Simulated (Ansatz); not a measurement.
# GaN: the cost of one run

Method: DFT r2SCAN, scalar-relativistic, plane waves, PAW, in Ansatz 0.2.0.

4 further runs of the same task are left out: 1 that didn't finish, 3 set aside as unsound or not needed.

## Step 1: The starting structure

Symmetry: P6_3mc, No. 186, hexagonal system. Conventional cell: a = 3.183 Å, b = 3.183 Å, c = 5.184 Å, α = 90.00°, β = 90.00°, γ = 120.00°. Around Ga (site symmetry 3m) lie 4 N at 1.95 Å. N (site symmetry 3m) has 4 Ga at 1.95 Å as nearest neighbours.

Structure file:

```
Ga N
1.0
     3.18310    0.00000    0.00000
    -1.59155    2.75664    0.00000
     0.00000    0.00000    5.18358
Ga N
2 2
Direct
  0.66667 0.33333 0.49911
  0.33333 0.66667 0.99911
  0.66667 0.33333 0.87589
  0.33333 0.66667 0.37589
```

It goes back to an entry of the Materials Project.

It is the result of an earlier relaxation at this level (volume 11.37 Å³/atom; gap on the mesh: 2.35 eV).

The unstrained cell comes from an earlier run at this level (4 atoms, E(σ→0) -8352.7745 eV, gap 2.35 eV over the zone).

## Step 2: Strain -2.0 %

input.yaml

```yaml
crystal:
  lattice:
    - [3.1194349663, 0.0, 0.0]
    - [-1.5597174831, 2.7704259958, 0.0]
    - [0.0, 0.0, 5.2095008427]
  atoms:
    - { symbol: Ga, position: [0.6666666667, 0.3333333333, 0.4991072758] }
    - { symbol: Ga, position: [0.3333333333, 0.6666666667, 0.9991072758] }
    - { symbol: "N", position: [0.6666666667, 0.3333333333, 0.8758927242] }
    - { symbol: "N", position: [0.3333333333, 0.6666666667, 0.3758927242] }
basis:
  ecutwfc: 500
kpoints:
  mp_grid: { grid: [12, 12, 6] }
hamiltonian:
  xc: r2scan
scf:
  occupations: { method: gaussian, width: 0.02 }
output:
  forces: true
  stress: true
  eigenvalues: true
relax:
  adjacent_minimum: "off"
  f_tol: 0.008
  max_steps: 40
  cell: { stress_tol: 0.015, fix: [a, angles] }
```

The run is started by

```sh
$ ansatz run input.yaml --threads 1 --pin off --max-ram 2560MiB --backend cpu --events-out ev --progress --plain --runs-dir out
```

What time and memory should one allow on 1 thread of Intel Xeon Platinum 8375C at 2.90GHz (Ice Lake), shared host?

About 4 min, with a peak of 0.81 GiB.
